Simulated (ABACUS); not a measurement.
# HgTe (Coloradoite) (F-43m) in ABACUS: a series of runs

Aim: see how the results for HgTe (Coloradoite) move with the level of theory and the settings. Levels: SCAN, TPSS. Tasks: single point.

All numbers are computed with ABACUS 3.10.1; they aren't measurements. Logs are shortened: lines on timing, memory, paths and dates and some standing lists are left out, and cuts for length are marked.

## (1) Starting point

The structure is cubic, space group F-43m (No. 216). The conventional cell has a = 6.429 Å, b = 6.429 Å, c = 6.429 Å, α = 90.00°, β = 90.00°, γ = 90.00°. Hg (site symmetry -43m) is surrounded by 4 Te at 2.78 Å. Te (site symmetry -43m) has 4 Hg at 2.78 Å as nearest neighbours.

## (2) Single point, SCAN

The input, INPUT:

```
INPUT_PARAMETERS
suffix              HgTe
calculation         scf
basis_type          pw
pseudo_dir          ./
symmetry            1
dft_functional      scan
ecutwfc             83
pseudo_rcut         7
nspin               1
nbands              22
ks_solver           dav
smearing_method     fd
smearing_sigma      0.00367493
scf_thr             1e-08
scf_nmax            100
mixing_type         broyden
mixing_beta         0.7
cal_force           1
cal_stress          1
mixing_tau          1
kpar                4
```

The input, STRU:

```
ATOMIC_SPECIES
Hg 200.5920 Hg_ONCV_PBE-1.2.upf
Te 127.6000 Te_ONCV_PBE-1.2.upf

LATTICE_CONSTANT
1.8897261246

LATTICE_VECTORS
0.0000000000 3.2145000000 3.2145000000
3.2145000000 0.0000000000 3.2145000000
3.2145000000 3.2145000000 0.0000000000

ATOMIC_POSITIONS
Direct

Hg
0.0
1
0.0000000000 0.0000000000 0.0000000000 1 1 1

Te
0.0
1
0.7500000000 0.7500000000 0.7500000000 1 1 1
```

The input, KPT:

```
K_POINTS
0
Gamma
7 7 7 0 0 0
```

Potentials or basis: SG15 ONCV 1.2 PBE, plane waves.

The run is started by

```
OMP_NUM_THREADS=1 mpirun -np 4 abacus > log
```

running log:

```text
ABACUS v3.10.1

               Atomic-orbital Based Ab-initio Computation at UStc

 ------------------------------------------------------------------------------------

 READING GENERAL INFORMATION
                           global_out_dir = OUT.HgTe/
                           global_in_card = INPUT
                               pseudo_dir = ./
                              orbital_dir =
                                    DSIZE = 4
                                    GSIZE = 1

 READING UNITCELL INFORMATION
                                    ntype = 2
                  lattice constant (Bohr) = 1.88973
              lattice constant (Angstrom) = 1

 READING ATOM TYPE 1
                               atom label = Hg
                      L=0, number of zeta = 1
                      L=1, number of zeta = 1
                      L=2, number of zeta = 1
             number of atom for this type = 1

 READING ATOM TYPE 2
                               atom label = Te
                      L=0, number of zeta = 1
                      L=1, number of zeta = 1
                      L=2, number of zeta = 1
             number of atom for this type = 1

                        TOTAL ATOM NUMBER = 2
DIRECT COORDINATES
    atom                   x                   y                   z     mag                  vx                  vy                  vz
taud_Hg1            0.0000000000        0.0000000000        0.0000000000  0.0000        0.0000000000        0.0000000000        0.0000000000
taud_Te1            0.7500000000        0.7500000000        0.7500000000  0.0000        0.0000000000        0.0000000000        0.0000000000

                          Volume (Bohr^3) = 448.298
                             Volume (A^3) = 66.4308

 Lattice vectors: (Cartesian coordinate: in unit of a_0)
                   +0             +3.2145             +3.2145
              +3.2145                  +0             +3.2145
              +3.2145             +3.2145                  +0
 Reciprocal vectors: (Cartesian coordinate: in unit of 2 pi/a_0)
            -0.155545           +0.155545           +0.155545
            +0.155545           -0.155545           +0.155545
            +0.155545           +0.155545           -0.155545
 The esolver type has been set to : ksdft_pw

                PAO radial cut off (Bohr) = 7

 Read in pseudopotential file is Hg_ONCV_PBE-1.2.upf
                     pseudopotential type = NC
          exchange-correlation functional = PBE
                 nonlocal core correction = 0
                        valence electrons = 20
                                     lmax = 3
                           number of zeta = 0
                     number of projectors = 8
                           L of projector = 0
                           L of projector = 0
                           L of projector = 1
                           L of projector = 1
                           L of projector = 2
                           L of projector = 2
                           L of projector = 3
                           L of projector = 3
 XC functional updated to : scan
          exchange-correlation functional = SCAN
                PAO radial cut off (Bohr) = 7

 Read in pseudopotential file is Te_ONCV_PBE-1.2.upf
                     pseudopotential type = NC
          exchange-correlation functional = PBE
                 nonlocal core correction = 0
                        valence electrons = 16
                                     lmax = 2
                           number of zeta = 0
                     number of projectors = 6
                           L of projector = 0
                           L of projector = 0
                           L of projector = 1
                           L of projector = 1
                           L of projector = 2
                           L of projector = 2
 XC functional updated to : scan
          exchange-correlation functional = SCAN
     initial pseudo atomic orbital number = 0

 SETUP THE ELECTRONS NUMBER
            electron number of element Hg = 20
      total electron number of element Hg = 20
            electron number of element Te = 16
      total electron number of element Te = 16
            AUTOSET number of electrons:  = 36
                           occupied bands = 18
                                   NBANDS = 22
                                   NLOCAL = 18

%%%%%%%%%%%%%%%%%%%%%%%%%%%%%%%%%%%%%%%%%%%%%%%%%%%%%%%%%%%%%%%%%%%%%%%%%%%%%%%%%%%%%%%%%%%%%%%%%%%%%%%%%%
 Warning: the number of valence electrons in pseudopotential > 12 for Hg: [Xe] 4f14 5d10 6s2
 Warning: the number of valence electrons in pseudopotential > 6 for Te: [Kr] 4d10 5s2 5p4
 Pseudopotentials with additional electrons can yield (more) accurate outcomes, but may be less efficient.
 If you're confident that your chosen pseudopotential is appropriate, you can safely ignore this warning.
%%%%%%%%%%%%%%%%%%%%%%%%%%%%%%%%%%%%%%%%%%%%%%%%%%%%%%%%%%%%%%%%%%%%%%%%%%%%%%%%%%%%%%%%%%%%%%%%%%%%%%%%%%

[... 59 lines left out ...]
                                       S3 = 0
                                       S4 = 6
                                       S6 = 0
                              POINT GROUP = T_d
                                       C2 = 3
                                       C3 = 8
                                       C4 = 0
                                       C6 = 0
                                       S1 = 6
                                       S3 = 0
                                       S4 = 6
                                       S6 = 0
               POINT GROUP IN SPACE GROUP = T_d

 SETUP K-POINTS
                                    nspin = 1
                   Input type of k points = Monkhorst-Pack(Gamma)
                                   nkstot = 343
                       right hand lattice = 1
(for reciprocal lattice: )
                             BRAVAIS TYPE = 2
                     BRAVAIS LATTICE NAME = 02. Cubic I (body-centered)
                                    ibrav = 2
                       right hand lattice = 1
(for k-lattice: )
                             BRAVAIS TYPE = 2
                     BRAVAIS LATTICE NAME = 02. Cubic I (body-centered)
                                    ibrav = 2
                       right hand lattice = 1
                        ROTATION MATRICES = 48
                               nkstot_ibz = 20
K-POINTS REDUCTION ACCORDING TO SYMMETRY
     IBZ    DIRECT_X    DIRECT_Y    DIRECT_Z  WEIGHT  ibz2bz
       1  0.00000000  0.00000000  0.00000000  0.0029       0
       2  0.14285714  0.14285714  0.14285714  0.0233       1
       3  0.28571429  0.28571429  0.28571429  0.0233       2
       4  0.42857143  0.42857143  0.42857143  0.0233       3
       5  0.14285714  0.14285714  0.00000000  0.0175       8
       6  0.28571429  0.14285714  0.28571429  0.0700       9
[... 12 lines left out ...]
      19 -0.42857143  0.42857143  0.14285714  0.0700      74
      20 -0.28571429  0.42857143  0.28571429  0.0700      75

                               nkstot now = 20
[... K-POINTS DIRECT COORDINATES: 20 rows ...]

           k-point number in this process = 5
       minimum distributed K point number = 5
[... stars of the k points ...]

[... K-POINTS CARTESIAN COORDINATES: 5 rows ...]

[... K-POINTS DIRECT COORDINATES: 5 rows ...]

 SETUP PLANE WAVES FOR WAVE FUNCTIONS
     energy cutoff for wavefunc (unit:Ry) = 83
              fft grid for wave functions = [ 50, 50, 50 ]
                    number of plane waves = 6423
                         number of sticks = 451

 PARALLEL PW FOR WAVE FUNCTIONS
     PROC   COLUMNS(POT)             PW
        1            451           6423
 --------------- sum -------------------
        1            451           6423

 SETUP NONLOCAL PSEUDOPOTENTIALS IN PLANE WAVE BASIS
 Hg non-local projectors:
 projector 1 L=0
 projector 2 L=0
 projector 3 L=1
 projector 4 L=1
 projector 5 L=2
 projector 6 L=2
 projector 7 L=3
 projector 8 L=3
 Te non-local projectors:
 projector 1 L=0
 projector 2 L=0
 projector 3 L=1
 projector 4 L=1
 projector 5 L=2
 projector 6 L=2
      TOTAL NUMBER OF NONLOCAL PROJECTORS = 50

 Init Non-Local PseudoPotential table :
 Init Non-Local-Pseudopotential done.

                                     npwx = 5769

 -------------------------------------------
 SELF-CONSISTENT
 -------------------------------------------
                                 init_chg = atomic

 PW ALGORITHM --------------- ION=   1  ELEC=   1--------------------------------

 Notice: Threshold on eigenvalues was too large.
 hsover_error=0.36 > DRHO=0.094004
 Origin diag ethr = 0.01
 New diag ethr = 0.000261122

 Density error is 0.0821011143243
                          Error Threshold = 0.000261122103063
----------------------------------------------------------
     Energy           Rydberg                 eV
----------------------------------------------------------
 E_KohnSham     -484.1840670188      -6587.6621922689
 E_Harris       -486.6259838448      -6620.8861751449
 E_Fermi        0.6656413036         9.0565145535
----------------------------------------------------------
[... 87 lines left out ...]
 Density error is 7.67832034119e-09
                          Error Threshold = 2.06262733992e-10
----------------------------------------------------------
     Energy           Rydberg                 eV
----------------------------------------------------------
 E_KohnSham     -484.2939720667      -6589.1575271600
 E_KS(sigma->0) -484.2939473429      -6589.1571907754
 E_Harris       -484.2929364239      -6589.1434365162
 E_band         -56.8736929469       -773.8062903799
 E_one_elec     -303.4454086467      -4128.5865895338
 E_Hartree      154.2149901580       2098.2025831628
 E_xc           -45.2541151387       -615.7138238349
 E_Ewald        -289.8093889916      -3943.0590241848
 E_entropy(-TS) -0.0000494476        -0.0006727693
 E_descf        0.0000000000         0.0000000000
 E_exx          0.0000000000         0.0000000000
 E_Fermi        0.6755844310         9.1917977412
----------------------------------------------------------

 charge density convergence is achieved
 final etot is -6589.1575272 eV
 EFERMI = 9.1917977412 eV

 STATE ENERGY(eV) AND OCCUPATIONS    NSPIN == 1
 1/5 kpoint (Cartesian) = 0.0000 0.0000 0.0000 (5769 pws)
       1       -108.864     0.00583090
       2       -56.3731     0.00583090
       3       -56.3731     0.00583090
       4       -56.3731     0.00583090
       5       -26.9754     0.00583090
       6       -26.9754     0.00583090
[... 110 lines left out ...]
      21        14.4150    1.49747e-47
      22        14.4150    1.49747e-47

------------------------------------------------------------------------------------------
 TOTAL-FORCE (eV/Angstrom)
------------------------------------------------------------------------------------------
                       Hg1         0.0000000000         0.0000000000         0.0000000000
                       Te1         0.0000000000         0.0000000000         0.0000000000
------------------------------------------------------------------------------------------

----------------------------------------------------------------
 TOTAL-STRESS (KBAR)
----------------------------------------------------------------
         6.5226041297         0.0000000000        -0.0000000000
         0.0000000000         6.5226041297        -0.0000000000
         0.0000000000        -0.0000000000         6.5226041297
----------------------------------------------------------------
 TOTAL-PRESSURE: 6.522604 KBAR

 --------------------------------------------
 !FINAL_ETOT_IS -6589.1575271600177075 eV
 --------------------------------------------
```

It took 40 s on 4 MPI ranks of Intel Xeon 6975P-C (Granite Rapids), shared host; peak memory 0.56 GiB.

Results:

```yaml
Free_energy: -6589.1575 eV
Pressure: 0.7 GPa
Band_gap_on_the_k_mesh: none (metal or under the smearing width)
```

Levels at points of the mesh, in eV from the Fermi level:
| k point | band 14 | band 15 | band 16 | band 17 | band 18 | band 19 | band 20 | band 21 | band 22 |
| --- | --- | --- | --- | --- | --- | --- | --- | --- | --- |
| (0.00, 0.00, 0.00) | -7.06 | -7.06 | -0.92 | -0.04 | -0.04 | -0.04 | 4.41 | 4.41 | 4.41 |

Caveat: the potentials were made for another functional, which shifts forces and pressure. The run has no spin-orbit coupling, so splittings on Hg, Te are missing.

## (3) Single point, TPSS

INPUT, as its differences from that of step 2:

```diff
@@ -6,3 +6,3 @@
 symmetry            1
-dft_functional      scan
+dft_functional      MGGA_X_TPSS+MGGA_C_TPSS
 ecutwfc             83
@@ -21,2 +21,4 @@
 mixing_tau          1
-kpar                4
+out_chg             1
+out_pot             2
+out_elf             1
```

STRU is that of step 2.

KPT is that of step 2.

Potentials or basis: SG15 ONCV 1.2 PBE, plane waves.

The run is started by

```
OMP_NUM_THREADS=1 mpirun -np 4 abacus > log
```

Run time: 37 s. Hardware: 4 MPI ranks of Intel Xeon 6975P-C (Granite Rapids), shared host; peak memory 0.32 GiB.

Results (log left out):

```yaml
Free_energy: -6594.5160 eV
Pressure: 3.8 GPa
Band_gap_on_the_k_mesh: none (metal or under the smearing width)
```

Levels at points of the mesh, in eV from the Fermi level:
```csv
k point,band 14,band 15,band 16,band 17,band 18,band 19,band 20,band 21,band 22
"(0.00, 0.00, 0.00)",-6.94,-6.94,-0.63,-0.04,-0.04,-0.04,4.35,4.35,4.35
```

Caveat: the potentials were made for another functional, which shifts forces and pressure.
